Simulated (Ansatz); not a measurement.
# YN: the cost of one run

Program: Ansatz 0.2.0. Level of theory: DFT LDA, scalar-relativistic. These are calculated values, not measurements.

**1. The structure to begin with**

It takes space group Fm-3m (No. 225, cubic). The conventional cell has a = 4.877 Å, b = 4.877 Å, c = 4.877 Å, α = 90.00°, β = 90.00°, γ = 90.00°. Y (site symmetry m-3m) is surrounded by 6 N at 2.44 Å. N (site symmetry m-3m) is surrounded by 6 Y at 2.44 Å.

Coordinates:

```xyz
2
Lattice="0.0000 2.4385 2.4385 2.4385 0.0000 2.4385 2.4385 2.4385 0.0000" Properties=species:S:1:pos:R:3 pbc="T T T"
Y     0.0000    0.0000    0.0000
N     2.4385    2.4385    2.4385
```

The geometry is a database entry used as it stands. It may stem from high pressure or temperature, or be incomplete, so it serves as a test cell.

Atoms are numbered in the order of the input: Y1, N2.

**2. Full-potential LAPW**

The input, input.yaml:

```yaml
crystal:
  lattice:
    - [0.0, 2.4385, 2.4385]
    - [2.4385, 0.0, 2.4385]
    - [2.4385, 2.4385, 0.0]
  atoms:
    - { symbol: "Y", position: [0.0, 0.0, 0.0] }
    - { symbol: "N", position: [0.5, 0.5, 0.5] }
kpoints:
  mp_grid: { grid: [9, 9, 9] }
  band_path:
    path:
      - [0.0, 0.0, 0.0]
      - [0.5, 0.0, 0.5]
      - [0.625, 0.25, 0.625]
      - [0.375, 0.375, 0.75]
      - [0.0, 0.0, 0.0]
      - [0.5, 0.5, 0.5]
      - [0.5, 0.25, 0.75]
      - [0.5, 0.0, 0.5]
    npoints: 14
scf:
  occupations: { method: fermi_dirac, width: 0.03 }
hamiltonian:
  xc: lda
  pseudopotentials: { kind: all_electron, lapw: { basis_error: 0.0005 } }
output:
  forces: true
  stress: true
  eigenvalues: true
  populations: true
  dos: { projected: true, de: 0.2, e_range: [-14, 8] }
```

Started as:

```console
> ansatz run input.yaml --threads 1 --pin off --max-ram 3072MiB --backend cpu --events-out ev --progress --plain --runs-dir out
```

What time and memory should one allow on 1 thread of Intel Xeon 6975P-C (Granite Rapids), shared host?

About 6.3 s, with a peak of 0.32 GiB.
